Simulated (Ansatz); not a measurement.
The cell is rocksalt PbS; cell and atoms were relaxed with r2SCAN. It is cubic, Fm-3m (No. 225); conventional cell a = 5.974 Å, 26.66 Å³ an atom. Pb is surrounded by 6 S at 2.99 Å; S is surrounded by 6 Pb at 2.99 Å.

```cif
data_structure
_symmetry_space_group_name_H-M 'Fm-3m'
_symmetry_Int_Tables_number 225
_cell_length_a 5.9745
_cell_length_b 5.9745
_cell_length_c 5.9745
_cell_angle_alpha 90.000
_cell_angle_beta 90.000
_cell_angle_gamma 90.000
_cell_volume 213.25
loop_
_atom_site_label
_atom_site_type_symbol
_atom_site_symmetry_multiplicity
_atom_site_Wyckoff_symbol
_atom_site_fract_x
_atom_site_fract_y
_atom_site_fract_z
_atom_site_occupancy
Pb1 Pb 4 a 0.00000 0.00000 0.00000 1
S1 S 4 b 0.50000 0.00000 0.00000 1
```

The questions ask for values computed with Ansatz 0.2.0 on this geometry. No magnetic order and no zero-point or thermal motion.

Given (8×8×8 mesh): With PBE the gap is 0.43 eV and direct, at L.

Question: How does the gap change from PBE to PBE+SOC (8×8×8)?

Answer: With PBE+SOC the gap is 0.01 eV and direct, at L. (This is within a few times the smearing of 0.02 eV, so the filling near the edges can be smeared.) The gap differs by -0.42 eV from PBE's.

Question: How does the gap change from PBE to r2SCAN (8×8×8)?

Answer: The r2SCAN gap is direct at L: 0.69 eV. The gap differs by +0.26 eV from PBE's.

Question: Estimate the gap with HSE06 on 6×6×6.

Answer: The HSE06 gap is direct at L: 0.88 eV. The gap differs by +0.45 eV from PBE's.

Question: How does the gap change from PBE to PBE0 (6×6×6)?

Answer: The PBE0 gap is direct at L: 1.45 eV. The gap differs by +1.02 eV from PBE's.

Question: Roughly how does the cost of the HSE06 run (6×6×6) compare with r2SCAN's (8×8×8)?

Answer: About 22 times as much (100 core-seconds against 5 core-seconds, on 2 threads of Arm Neoverse V2, on a shared host).

Question: Going by these computed values, what does each step up buy?

Answer: r2SCAN covers 58 % of the step from PBE to HSE06, while HSE06 needs about 22 times r2SCAN's cost (on a coarser mesh). Spin-orbit coupling moves the least or the direct gap by up to 0.42 eV, so it has to be included where a tenth of an eV counts. Among these functionals the gap stays direct.

Only the levels marked +SOC include spin-orbit coupling.

Gaps or overlaps of about a tenth of an eV are at the limit of these meshes: between the points read a gap can be smaller or closed.

The meshes of the hybrids are coarse, so their gaps aren't converged to the digits shown.

Gaps under 0.1 eV (PBE+SOC) can't be told from a closed one: the bands may be in normal order or already inverted, which a gap's size doesn't show.
